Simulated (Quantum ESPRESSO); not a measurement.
## FeNi3: magnetism against a distortion at fixed volume

Aim: follow moments and order energies of FeNi3 with a distortion at fixed volume.

Main program and level: Quantum ESPRESSO 7.5; PBE; plane waves with GBRV 1.5 PBE potentials, no spin-orbit coupling.

**1. The structure**

The structure is cubic, space group Pm-3m (No. 221). Conventional cell: a = 3.553 Å, b = 3.553 Å, c = 3.553 Å, α = 90.00°, β = 90.00°, γ = 90.00°. Nearest to Fe lie 12 Ni at 2.51 Å. Ni has 4 Fe at 2.51 Å and 8 Ni at 2.51 Å nearest. Farther neighbours are not listed.

The lattice constants were typed from memory of published values and not checked against a source.

**2. Factor along z 0.9043, ferro ++++**

Lengths along Cartesian z scale by the factor and those normal to it by its inverse root. Atoms keep their fractional places. Seeded atoms are those given a starting moment.

pw.in

```
&CONTROL
  calculation = 'scf'
  prefix = 'pwscf'
  outdir = './tmp'
  pseudo_dir = './pseudo'
  disk_io = 'nowf'
  tprnfor = .true.
  tstress = .true.
/
&SYSTEM
  ibrav = 0
  celldm(1) = 8
  nat = 4
  ntyp = 2
  ecutwfc = 40
  ecutrho = 280
  nbnd = 48
  occupations = 'smearing'
  smearing = 'fd'
  degauss = 0.00367493
  nspin = 2
  starting_magnetization(1) = 0.175
  starting_magnetization(2) = 0.0556
/
&ELECTRONS
  conv_thr = 8d-09
  electron_maxstep = 150
  mixing_beta = 0.3
/
ATOMIC_SPECIES
Fe     55.8450 fe_pbe_v1.5.uspp.F.UPF
Ni     58.6934 ni_pbe_v1.4.uspp.F.UPF
CELL_PARAMETERS alat
   0.8825672791739    0.0000000000000    0.0000000000000
   0.0000000000000    0.8825672791739    0.0000000000000
   0.0000000000000    0.0000000000000    0.7589560344344
ATOMIC_POSITIONS crystal
Fe      0.0000000000    0.0000000000    0.0000000000
Ni      0.0000000000    0.5000000000    0.5000000000
Ni      0.5000000000    0.0000000000    0.5000000000
Ni      0.5000000000    0.5000000000    0.0000000000
K_POINTS automatic
10 10 10 0 0 0
```

The run is started by

```sh
> OMP_NUM_THREADS=1 mpirun -n 4 pw.x -nk 4 -in pw.in > pw.out
```

The program printed:

```text
Program PWSCF v.7.5 starts

     Message from routine setup:
     using ibrav=0 with symmetry is DISCOURAGED, use correct ibrav instead

     K-points division:     npool     =       4
     Subspace diagonalization in iterative solution of the eigenvalue problem:

     bravais-lattice index     =            0
     lattice parameter (alat)  =       8.0000  a.u.
     unit-cell volume          =     302.6790 (a.u.)^3
     number of atoms/cell      =            4
     number of atomic types    =            2
     number of electrons       =        70.00
     number of Kohn-Sham states=           48
     kinetic-energy cutoff     =      40.0000  Ry
     charge density cutoff     =     280.0000  Ry
     scf convergence threshold =      8.0E-09
     mixing beta               =       0.3000
     number of iterations used =            8  plain     mixing
     Exchange-correlation=  SLA  PW   PBX  PBC
                           (   1   4   3   4   0   0   0)

     celldm(1)=   8.000000  celldm(2)=   0.000000  celldm(3)=   0.000000
     celldm(4)=   0.000000  celldm(5)=   0.000000  celldm(6)=   0.000000

     crystal axes: (cart. coord. in units of alat)
               a(1) = (   0.882567   0.000000   0.000000 )
               a(2) = (   0.000000   0.882567   0.000000 )
               a(3) = (   0.000000   0.000000   0.758956 )

     reciprocal axes: (cart. coord. in units 2 pi/alat)
               b(1) = (  1.133058  0.000000  0.000000 )
               b(2) = (  0.000000  1.133058  0.000000 )
               b(3) = (  0.000000  0.000000  1.317599 )

     PseudoPot. # 1 for Fe read from file:
     fe_pbe_v1.5.uspp.F.UPF
     Pseudo is Ultrasoft + core correction, Zval = 16.0

     PseudoPot. # 2 for Ni read from file:
     ni_pbe_v1.4.uspp.F.UPF
     Pseudo is Ultrasoft + core correction, Zval = 18.0

     atomic species   valence    mass     pseudopotential
     Fe               16.00    55.84500     Fe( 1.00)
     Ni               18.00    58.69340     Ni( 1.00)

     Starting magnetic structure
     atomic species   magnetization
     Fe              0.175
     Ni              0.056

     16 Sym. Ops., with inversion, found

   Cartesian axes

     site n.     atom                  positions (alat units)
         1        Fe     tau(   1) = (   0.0000000   0.0000000   0.0000000  )
         2        Ni     tau(   2) = (   0.0000000   0.4412836   0.3794780  )
         3        Ni     tau(   3) = (   0.4412836   0.0000000   0.3794780  )
         4        Ni     tau(   4) = (   0.4412836   0.4412836   0.0000000  )

     number of k points=   126  Fermi-Dirac smearing, width (Ry)=  0.0037

     Number of k-points >= 100: set verbosity='high' to print them.

     Dense  grid:    23877 G-vectors     FFT dimensions: (  40,  40,  36)

     Smooth grid:    10321 G-vectors     FFT dimensions: (  30,  30,  25)

     Check: negative core charge=   -0.000035
     Generating pointlists ...
     new r_m :   0.2401 (alat units)  1.9206 (a.u.) for type    1
     new r_m :   0.2401 (alat units)  1.9206 (a.u.) for type    2

     Initial potential from superposition of free atoms

     starting charge      63.0000, renormalised to      70.0000
     Starting wfcs are   52 randomized atomic wfcs

     Self-consistent Calculation

     iteration #  1     ecut=    40.00 Ry     beta= 0.30
     Davidson diagonalization with overlap
     ethr =  1.00E-02,  avg # of iterations =  4.0

     total energy              =   -1253.64440503 Ry
     estimated scf accuracy    <     107.83414816 Ry

     total magnetization       =     1.77 Bohr mag/cell
     absolute magnetization    =     1.78 Bohr mag/cell

     iteration #  2     ecut=    40.00 Ry     beta= 0.30
     Davidson diagonalization with overlap
     ethr =  1.00E-02,  avg # of iterations =  3.0

     total energy              =   -1275.24893413 Ry
     estimated scf accuracy    <      55.32951575 Ry

     total magnetization       =     0.15 Bohr mag/cell
     absolute magnetization    =     0.23 Bohr mag/cell

     [... further iterations left out ...]

     iteration # 25     ecut=    40.00 Ry     beta= 0.30
     Davidson diagonalization with overlap
     ethr =  5.07E-10,  avg # of iterations =  1.0

     total energy              =   -1280.19535206 Ry
     estimated scf accuracy    <       0.00000004 Ry

     total magnetization       =     4.82 Bohr mag/cell
     absolute magnetization    =     5.32 Bohr mag/cell

     iteration # 26     ecut=    40.00 Ry     beta= 0.30
     Davidson diagonalization with overlap
     ethr =  5.04E-11,  avg # of iterations =  1.0

     Magnetic moment per site  (integrated on atomic sphere of radius R)
     atom   1 (R=0.240)  charge= 14.2956  magn=  2.9410
     atom   2 (R=0.240)  charge= 16.6578  magn=  0.7165
     atom   3 (R=0.240)  charge= 16.6578  magn=  0.7165
     atom   4 (R=0.240)  charge= 16.6548  magn=  0.6016

     End of self-consistent calculation

     Number of k-points >= 100: set verbosity='high' to print the bands.

     the Fermi energy is    17.8049 ev

!    total energy              =   -1280.19535208 Ry
     estimated scf accuracy    <          3.9E-09 Ry
     smearing contrib. (-TS)   =      -0.00190950 Ry
     internal energy E=F+TS    =   -1280.19344258 Ry

     The total energy is F=E-TS. E is the sum of the following terms:
     one-electron contribution =    -700.75959465 Ry
     hartree contribution      =     393.91918142 Ry
     xc contribution           =    -135.93627411 Ry
     ewald contribution        =    -837.41675524 Ry

     total magnetization       =     4.82 Bohr mag/cell
     absolute magnetization    =     5.32 Bohr mag/cell

     convergence has been achieved in  26 iterations

     Forces acting on atoms (cartesian axes, Ry/au):

     atom    1 type  1   force =     0.00000000    0.00000000    0.00000000
     atom    2 type  2   force =     0.00000000    0.00000000    0.00000000
     atom    3 type  2   force =     0.00000000    0.00000000    0.00000000
     atom    4 type  2   force =     0.00000000    0.00000000    0.00000000

     Total force =     0.000000     Total SCF correction =     0.000000

     Computing stress (Cartesian axis) and pressure

          total   stress  (Ry/bohr**3)                   (kbar)     P=      -55.95
  -0.00062442   0.00000000   0.00000000          -91.86        0.00        0.00
   0.00000000  -0.00062442   0.00000000            0.00      -91.86        0.00
   0.00000000   0.00000000   0.00010787            0.00        0.00       15.87

=------------------------------------------------------------------------------=
   JOB DONE.
=------------------------------------------------------------------------------=
```

Wall time 3 min (4 MPI ranks of Intel Xeon at 2.70GHz, shared host); peak memory 0.58 GiB.

Spin moment in the atom's sphere by atom:

```tsv
atom	spin moment in the atom's sphere (μB)
Fe1	2.94
Ni2	0.72
Ni3	0.72
Ni4	0.60
```

This step gave:

```
smearing term TS       : 0.02598 eV
pressure               : -5.595 GPa
magnetization          : 4.817 μB
absolute magnetization : 5.318 μB
final state            : ferromagnetic
```

**3. Factor along z 0.9043, no spin polarisation**

Changes to pw.in since step 2:

```diff
@@ -16,3 +16,3 @@
   ecutrho = 280
-  nbnd = 48
+  nbnd = 45
   occupations = 'smearing'
@@ -20,5 +20,2 @@
   degauss = 0.00367493
-  nspin = 2
-  starting_magnetization(1) = 0.175
-  starting_magnetization(2) = 0.0556
 /
```

The program printed:

```text
     [... lines left out ...]
Program PWSCF v.7.5 starts
     [... lines left out ...]
     number of atoms/cell      =            4
     [... lines left out ...]
     number of electrons       =        70.00
     number of Kohn-Sham states=           45
     kinetic-energy cutoff     =      40.0000  Ry
     charge density cutoff     =     280.0000  Ry
     scf convergence threshold =      8.0E-09
     [... lines left out ...]
     16 Sym. Ops., with inversion, found
     [... lines left out ...]
     number of k points=   126  Fermi-Dirac smearing, width (Ry)=  0.0037
     [... lines left out ...]
     iteration # 19     ecut=    40.00 Ry     beta= 0.30
     [... lines left out ...]
     the Fermi energy is    17.4833 ev
!    total energy              =   -1280.11022704 Ry
     estimated scf accuracy    <          4.1E-09 Ry
     smearing contrib. (-TS)   =      -0.00690999 Ry
     [... lines left out ...]
     convergence has been achieved in  19 iterations
     [... lines left out ...]
     Total force =     0.000000     Total SCF correction =     0.000000
     [... lines left out ...]
          total   stress  (Ry/bohr**3)                   (kbar)     P=     -134.24
     [... lines left out ...]
```

Run time: 64 s. Hardware: 4 MPI ranks; peak memory 0.43 GiB.

This step gave:

- smearing term TS: 0.09402 eV
- pressure: -13.42 GPa
- final state: non-magnetic (no spin polarisation)

**4. Factor along z 1.0913, ferro ++++**

Changes to pw.in since step 3:

```diff
@@ -16,3 +16,3 @@
   ecutrho = 280
-  nbnd = 45
+  nbnd = 48
   occupations = 'smearing'
@@ -20,2 +20,5 @@
   degauss = 0.00367493
+  nspin = 2
+  starting_magnetization(1) = 0.175
+  starting_magnetization(2) = 0.0556
 /
@@ -30,5 +33,5 @@
 CELL_PARAMETERS alat
-   0.8825672791739    0.0000000000000    0.0000000000000
-   0.0000000000000    0.8825672791739    0.0000000000000
-   0.0000000000000    0.0000000000000    0.7589560344344
+   0.8034003376809    0.0000000000000    0.0000000000000
+   0.0000000000000    0.8034003376809    0.0000000000000
+   0.0000000000000    0.0000000000000    0.9159003874580
 ATOMIC_POSITIONS crystal
```

The program printed:

```text
     [... lines left out ...]
Program PWSCF v.7.5 starts
     [... lines left out ...]
     number of atoms/cell      =            4
     [... lines left out ...]
     number of electrons       =        70.00
     number of Kohn-Sham states=           48
     kinetic-energy cutoff     =      40.0000  Ry
     charge density cutoff     =     280.0000  Ry
     scf convergence threshold =      8.0E-09
     [... lines left out ...]
     16 Sym. Ops., with inversion, found
     [... lines left out ...]
     number of k points=   126  Fermi-Dirac smearing, width (Ry)=  0.0037
     [... lines left out ...]
     iteration # 22     ecut=    40.00 Ry     beta= 0.30
     [... lines left out ...]
     Magnetic moment per site  (integrated on atomic sphere of radius R)
     atom   1 (R=0.234)  charge= 14.1666  magn=  2.9366
     atom   2 (R=0.234)  charge= 16.5214  magn=  0.6807
     atom   3 (R=0.234)  charge= 16.5214  magn=  0.6807
     atom   4 (R=0.234)  charge= 16.5263  magn=  0.7765
     [... lines left out ...]
     the Fermi energy is    17.8090 ev
!    total energy              =   -1280.19180104 Ry
     estimated scf accuracy    <          3.2E-09 Ry
     smearing contrib. (-TS)   =      -0.00199248 Ry
     [... lines left out ...]
     total magnetization       =     4.92 Bohr mag/cell
     absolute magnetization    =     5.42 Bohr mag/cell
     convergence has been achieved in  22 iterations
     [... lines left out ...]
     Total force =     0.000000     Total SCF correction =     0.000000
     [... lines left out ...]
          total   stress  (Ry/bohr**3)                   (kbar)     P=      -48.98
     [... lines left out ...]
```

The job ended after 2.3 min (4 MPI ranks; peak memory 0.58 GiB; 9.3 min of CPU time).

Numbers from this step:

| Quantity | Value |
| --- | --- |
| smearing term TS | 0.02711 eV |
| pressure | -4.898 GPa |
| magnetization | 4.918 μB |
| absolute magnetization | 5.419 μB |
| final state | ferromagnetic |
| largest moment | 2.937 μB |

**5. Trends**

The runs not shown differ from these in the moved quantity alone.

States, by row:

```tsv
tetragonal	ferro ++++	no spin polarisation
0.9043	ferromagnetic	non-magnetic
0.9287	ferromagnetic	non-magnetic
0.9528	ferromagnetic	non-magnetic
0.9765	ferromagnetic	non-magnetic
1	ferromagnetic	non-magnetic
1.023	ferromagnetic	non-magnetic
1.046	ferromagnetic	non-magnetic
1.069	ferromagnetic	non-magnetic
1.091	ferromagnetic	non-magnetic
```

Largest site moment, ferro ++++ against tetragonal:

```tsv
tetragonal (factor)	largest site moment, ferro ++++ (μB)
0.9043	2.94
0.9287	2.94
0.9528	2.95
0.9765	2.95
1.0000	2.95
1.0232	2.95
1.0461	2.95
1.0688	2.94
1.0913	2.94
```

The energy less that of the parallel start, no spin polarisation by tetragonal:

```tsv
tetragonal (factor)	energy less that of the parallel start, no spin polarisation (meV a seeded atom)
0.9043	290
0.9287	291
0.9528	291
0.9765	292
1.0000	292
1.0232	292
1.0461	290
1.0688	288
1.0913	284
```

The energy over the lowest by tetragonal; values in meV an atom:

```tsv
tetragonal (factor)	ferro ++++	no spin polarisation
0.9043	46.0	336
0.9287	27.4	318
0.9528	12.6	304
0.9765	3.34	295
1.0000	0	292
1.0232	3.43	295
1.0461	14.1	304
1.0688	32.3	320
1.0913	58.0	342
```

**6. Summary of results**

```json
{
  "moment, parallel start": "2.94 to 2.95 μB",
  "states met from these starts": "ferromagnetic"
}
```

What this shows: The net moment of the cell goes from 4.82 to 4.92 μB. Only a parallel start was run beside the spinless one, so opposed or spiral orders, which may lie lower, are not probed.

[Logs and program files are shortened in this print: banners, set-up blocks, solver, clock and traceback lines can be left out without a mark of their own.]

[Logs are printed without paths, hosts, clocks, repeated set-up lines and the standing remarks that a program may print on its own settings, such as how far it seeks lower states.]

[Hosts, paths, dates, database ids (printed as entryN), source tags and the programs' standing remarks are cut or masked in the printed files.]

[Where a cell is said to come from a database of computed structures, the database is the Materials Project.]
